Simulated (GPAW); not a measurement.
BN:

```
CELL_PARAMETERS angstrom
2.50804 0.00000 0.00000
-1.24671 2.17623 0.00000
-0.63067 -1.08812 3.02254
ATOMIC_POSITIONS crystal
N 0.66851 0.33238 0.98500
B 0.97964 0.98350 0.00181
```

The cell comes from a database or a generator and needn't be the stable form of this composition.

Program: GPAW 26.7.0. Alike in all runs: task dielectric tensor; no spin polarisation; cell as given; k mesh 10 × 10 × 7; cutoff (eV) 650; smearing fermi-dirac 0.001 eV.

Problem. Order these runs on this cell by their band gap on the k mesh, lowest first.
A. level GLLB-SC; potentials or basis the program's PAW data sets (release 1.2.1) made for this functional, pw
B. level RPBE; potentials or basis the program's PAW data sets (release 1.2.1) made for this functional, pw
C. level AM05; potentials or basis PAW data sets generated in the run's folder for this functional, pw

Solution. C (2.85 eV), B (3.04 eV), A (3.84 eV).

Caveats: the long-wavelength limit can be off by a per cent or two; a model potential gives levels but no total energy (some runs); response on these states lacks terms of the Hamiltonian (some runs).

A k mesh can miss the band edges.
